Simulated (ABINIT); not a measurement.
Crystal: BaS.

```
CELL_PARAMETERS angstrom
0.00000 3.19375 3.19375
3.19375 0.00000 3.19375
3.19375 3.19375 0.00000
ATOMIC_POSITIONS crystal
Ba 0.00000 0.00000 0.00000
S 0.50000 0.50000 0.50000
```

Base run:

* Program: ABINIT 10.8.3 (patched build)
* Functional: rPW86PBE
* Potentials or basis: JTH PAW PBE v2.0
* Cutoff: 544 eV
* k mesh: 7 × 7 × 7
* Occupations: fermi-dirac, width 0.05 eV
* Spin: spin-orbit coupling, no magnetisation

Its results: band gap on the k mesh 2.12 eV, indirect (least direct gap 2.23 eV); pressure 2.8 GPa.

The run is repeated on the same cell with these changes: functional from rPW86PBE to RPBE. What comes out?

Band gap on the k mesh 2.28 eV, indirect (least direct gap 2.38 eV); pressure 2.8 GPa.

Caveats: this set's barium file shifts pressures by 1.5 GPa and gaps by 0.1 eV against other sets; the PAW data sets were made with another functional, which shifts forces and pressure a little.

A k mesh can miss the band edges.
